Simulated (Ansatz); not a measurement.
Space group Fm-3m (No. 225). a = 4.834 Å, b = 4.834 Å, c = 4.834 Å, α = 90.00°, β = 90.00°, γ = 90.00°
```
atom site symmetry x y z
  Hf    4b m-3m  0.5000  0.0000  0.0000
   B    4a m-3m  0.0000  0.0000  0.0000
```

Equation of state of this HfB structure (not necessarily the ground state), with shape and atoms relaxed at each volume where symmetry leaves them free. It has no gap at any of these volumes. These are results of DFT PBE, scalar-relativistic, plane waves, PAW (Ansatz 0.2.0), not measurements.

Plane waves to 420 eV, a k mesh through Γ of 16×16×16 on the computed 2-atom cell and Gaussian smearing (0.10 eV); no spin polarisation.

```tsv
V (Å³/atom)	E − E(largest V) (meV/atom)	P (GPa)
13.271	5.10	11.81
13.695	-17.52	5.47
14.118	-24.55	0.00
14.542	-18.10	-4.73
14.965	0.00	-8.83
```

Q: Fit a third-order Birch–Murnaghan equation to E(V).

A: V0 = 14.12 Å³/atom, B0 = 170 GPa, B0' = 3.8.

Spin-orbit coupling is left out, which matters for the bands of heavy elements.